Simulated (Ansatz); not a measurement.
# Moments in Fe

```yaml
crystal:
  lattice:
    - [-1.43900, 1.43900, 1.43900]
    - [1.43900, -1.43900, 1.43900]
    - [1.43900, 1.43900, -1.43900]
  atoms:
    - { symbol: Fe, position: [0.00000, 0.00000, 0.00000] }
```

The cell comes from COD entry 9013474, which wasn't checked; take it as a given geometry. It was measured hot, at 722 K.

Computed with DFT, PBE, all-electron LAPW, scalar-relativistic (Ansatz 0.2.0).

The runs use a Γ-centred 20×20×20 k mesh, Fermi–Dirac smearing of 0.05 eV, basis error target 0.25 meV/atom. PBE unless a row says otherwise.

Energies are extrapolated to zero smearing; site moments are those inside atomic spheres.

The runs: ferromagnetic start; no spin polarisation; spin-orbit coupling on.

(1) Which of the states with an energy lies lowest?

(2) Tabulate energies, moments and gaps of the runs.

From all-electron PAW (datasets made for this crystal), the contact spin densities (averaged over the Thomson radius about each nucleus) in the first state are Fe -3.90 e/Å³ (up less down).

(3) What Fermi-contact hyperfine field is that at Fe?

Results:

(1) The row "ferromagnetic start", by 596 meV/atom under the next. Orders that need a larger cell weren't tried.

(2) 
| run | E − E(first) (meV/atom) | spin moment Fe (μB) | cell spin moment (μB) | gap (eV) | P (GPa) |
| --- | --- | --- | --- | --- | --- |
| ferromagnetic start | 0 | 2.30 | 2.24 | none | -8.4 |
| no spin polarisation | 596 | 0 | 0 | none | -25.4 |
| spin-orbit coupling on | – | – | 2.24 | none | -8.4 |

(3) B = (2μ0/3) μB ρs(0) = 7.769 T·Å³ × (-3.90) = -30.3 T, opposed to the magnetisation of the spin-up electrons. Orbital and dipolar fields aren't included.
